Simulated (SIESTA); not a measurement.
# GaCuSe2 under changes of volume

One of the cells (21.759 Å³/atom); the others are scaled copies at fixed shape and fractional positions:

```
Se Ga Cu
1.0
    -2.80955    2.80955    5.51300
     2.80955   -2.80955    5.51300
     2.80955    2.80955   -5.51300
Se Ga Cu
4 2 2
Direct
  0.12562 0.62500 0.00062
  0.87500 0.87438 0.49938
  0.62438 0.12500 0.99938
  0.37500 0.37562 0.50062
  0.25000 0.75000 0.50000
  0.50000 0.50000 0.00000
  0.75000 0.25000 0.50000
  0.00000 0.00000 0.00000
```

* Program: SIESTA 5.4.2
* Functional: PBEsol
* Potentials or basis: PseudoDojo 0.4 standard (PBEsol files)
* Basis: DZP (energy shift 0.003 Ry; two zetas on semicore shells)
* Grid cutoff: 800 Ry
* Energy shift: 0.003 Ry
* k mesh: 5 × 5 × 5
* Occupations: fermi-dirac, width 0.05 eV
* Spin: no spin polarisation

```csv
volume (Å³/atom),energy over the lowest point (meV/atom),pressure (GPa),gap on the mesh (eV),largest force (eV/Å)
20.453,23.78,5.8,0.70,0.554
20.888,?,?,?,?
21.323,2.51,2.1,0.47,0.484
21.759,0.00,0.5,0.36,0.449
22.194,0.53,-0.9,0.26,0.414
22.629,4.51,-2.0,0.17,0.388
23.064,11.51,-3.1,0.08,0.363
```

Q: What does the run at 20.888 Å³/atom give?

A: Energy over the lowest point 10.65 meV/atom; pressure 3.9 GPa; gap on the mesh 0.58 eV; largest force 0.518 eV/Å.

Worked out: A Birch-Murnaghan fit of order 3 (a polynomial in V^(-2/3)) to the other rows has its minimum at 21.87 Å³/atom with B0 = V·E''(V) = 69 GPa (rough, since the energies scatter) at fixed shape and positions, which overstates the stiffness. It gives 10.44 meV/atom at 20.888 Å³/atom, against the run's 10.65, and -dE/dV = 3.8 GPa, against 3.9.

Energies are extrapolated to zero smearing.

Caveats: short orbitals over semicore shells can move pressures by several GPa; an odd mesh through Γ misses points on the zone boundary, where band edges often lie; the basis of atomic orbitals isn't converged, which shifts pressures, moduli and gaps. Spin-orbit coupling on Ga, Se is left out.
